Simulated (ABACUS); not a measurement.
A run of ABACUS 3.10.1:

INPUT

```
INPUT_PARAMETERS
suffix              C
calculation         scf
basis_type          lcao
pseudo_dir          ./
orbital_dir         ./
symmetry            1
dft_functional      pbe0
ecutwfc             100
pseudo_rcut         7
nspin               1
nbands              8
ks_solver           genelpa
smearing_method     fd
smearing_sigma      0.00367493
scf_thr             1e-07
scf_nmax            100
mixing_type         broyden
mixing_beta         0.7
exx_hybrid_alpha    0.1
exx_separate_loop   1
scf_ene_thr         1e-05
exx_pca_threshold   0.001
exx_ccp_rmesh_times 2.5
out_mul             1
```

The input STRU:

```
ATOMIC_SPECIES
C 12.0110 C_ONCV_PBE-1.2.upf

NUMERICAL_ORBITAL
C_confined-atom_6au_2s2p1d.orb

LATTICE_CONSTANT
1.8897261246

LATTICE_VECTORS
0.0000000000 1.7833700000 1.7833700000
1.7833700000 0.0000000000 1.7833700000
1.7833700000 1.7833700000 0.0000000000

ATOMIC_POSITIONS
Direct

C
0.0
2
0.7500000000 0.7500000000 0.7500000000 1 1 1
0.5000000000 0.5000000000 0.5000000000 1 1 1
```

Contents of KPT:

```
K_POINTS
0
Gamma
6 6 6 0 0 0
```

Potentials or basis: SG15 ONCV 1.2 PBE, DZP LCAO (the cutoffs set its grid).

Launch:

```sh
$ OMP_NUM_THREADS=8 abacus > log
```

Hardware: 8 threads of Intel(R) Xeon(R) Platinum 8375C CPU @ 2.90GHz (Ice Lake) (shared host).

**Question.** Estimate the wall time of this run.

**Answer.** Wall time 54 s on 8 threads of Intel(R) Xeon(R) Platinum 8375C CPU @ 2.90GHz (Ice Lake), on a shared host, peak memory 2.4 GiB. Counts: scf iterations 21, k points 16, bands 8, basis 26, ranks 1.
